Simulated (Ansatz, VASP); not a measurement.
Given: the input of a run of Ansatz 0.2.0 on Si. 

Contents of input.yaml:

```yaml
crystal:
  lattice:
    - [0.0, 2.7218511865, 2.7218511865]
    - [2.7218511865, 0.0, 2.7218511865]
    - [2.7218511865, 2.7218511865, 0.0]
  atoms:
    - { symbol: Si, position: [0.5, 0.5, 0.5] }
    - { symbol: Si, position: [0.75, 0.75, 0.75] }
hamiltonian:
  xc: pbe
  pseudopotentials: { kind: paw }
kpoints:
  mp_grid: { grid: [8, 8, 8] }
scf:
  occupations: { method: gaussian, width: 0.015 }
output:
  forces: true
  stress: true
  eigenvalues: true
  write_density: true
  write_potential: true
  elf: true
  volumetric_format: npy
```

Potentials or basis: Ansatz PAW.

Command:

```sh
$ ansatz run input.yaml --threads 2 --pin off --max-ram 5632MiB --backend cpu --events-out ev --progress --plain --runs-dir out
```

Q: What does the same run look like in VASP 6.6.1? Potentials or basis there: PBE PAW files Si, 520 eV.

A: As run (cutoffs and basis follow the program's own potentials, and thresholds, step limits or extra output files can differ):

Contents of INCAR:

```
ALGO = Normal ; EDIFF = 1E-7
ENCUT = 520 ; GGA = PE
ISIF = 2 ; ISMEAR = 0
LASPH = True ; LCHARG = True
LELF = True ; LREAL = False
LVHAR = True ; LWAVE = False
NELM = 100 ; PREC = Accurate
SIGMA = 0.015
```

File KPOINTS:

```
k-points
0
Gamma
  8 8 8
```

Contents of POSCAR:

```
Si
1.0
    0.0000000000      2.7218511865      2.7218511865
    2.7218511865      0.0000000000      2.7218511865
    2.7218511865      2.7218511865      0.0000000000
Si
2
Direct
    0.5000000000      0.5000000000      0.5000000000
    0.7500000000      0.7500000000      0.7500000000
```

Potentials or basis: VASP PAW PBE potentials, release 64 (Si).

The run is started by

```bash
$ cat potpaw_PBE.64/Si/POTCAR > POTCAR
$ mpirun -np 1 vasp_std > vasp.out
```

Both were run:

|  | Ansatz | VASP |
| --- | --- | --- |
| Pressure | 1.3 GPa | 1.3 GPa |

Ansatz's pressure holds a Pulay term of +0.02 GPa for its cutoff of 420 eV, which the other run lacks.

Where Ansatz's input types no cutoff or centring, it takes its own default and a Γ-centred mesh.

Pressure is positive in compression.
